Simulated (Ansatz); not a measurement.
Theory: DFT PBE, scalar-relativistic, plane waves, PAW in Ansatz 0.2.0. All cells share a 420 eV cutoff and Γ-centred k meshes spaced at most about 0.3 Å⁻¹ (about 0.25 or finer for metals, 2π included). No spin polarisation.

These are static total energies at zero pressure.

Task: Which of these relaxed structures of Be₃Se₂ is the lowest in energy?
A.

```xyz
5
Lattice="1.7055 0.9847 7.1318 -1.7055 0.9847 7.1318 0.0000 -1.9694 7.1318" Properties=species:S:1:pos:R:3 pbc="T T T"
Be    0.0000    0.0000    0.0000
Be    0.0000    0.0000    4.4019
Be    0.0000    0.0000   16.9936
Se    0.0000    0.0000    8.5963
Se    0.0000    0.0000   12.7992
```

B.

```xyz
10
Lattice="2.2902 1.3222 13.1488 -2.2902 1.3222 13.1488 0.0000 -2.6445 13.1488" Properties=species:S:1:pos:R:3 pbc="T T T"
Be   -1.0475    1.3222   23.0105
Be   -0.6213   -1.5683   23.0105
Be    1.6688    0.2460   23.0105
Be    1.0475   -1.3222   16.4360
Be    0.6213    1.5683   16.4360
Be   -1.6688   -0.2460   16.4360
Se    0.0000    0.0000   15.0542
Se    0.0000    0.0000    4.6690
Se    0.0000    0.0000   24.3923
Se    0.0000    0.0000   34.7775
```

C.

```xyz
5
Lattice="7.1928 0.0000 0.0000 -3.5964 6.2292 0.0000 0.0000 0.0000 3.5625" Properties=species:S:1:pos:R:3 pbc="T T T"
Be    3.5964    0.0000    0.0000
Be   -1.7982    3.1146    0.0000
Be    1.7982    3.1146    0.0000
Se    0.0000    4.1528    0.0000
Se    3.5964    2.0764    0.0000
```

Result: B. The next of these, A, lies 0.32 eV/atom higher. Forms: B R-3c; A anti-tetradymite type, R-3m; C P6/mmm. Counting Se atoms around Be (those within 1.25 times the shortest such distance or 1.15 times the sum of covalent radii; a slash parts the counts of unlike sites): B has Be 2; A has Be 3/6; C has Be 2. All come from invented guesses.

No dispersion correction is applied, so the spacing and binding between layers, chains or molecules are poorly described (R-3c, R-3m, P6/mmm), and this can change margins and order among such cells. Cells relaxed within their symmetry can be saddle points. Some types were kept out of the candidates beforehand, so the set may lack a known form.
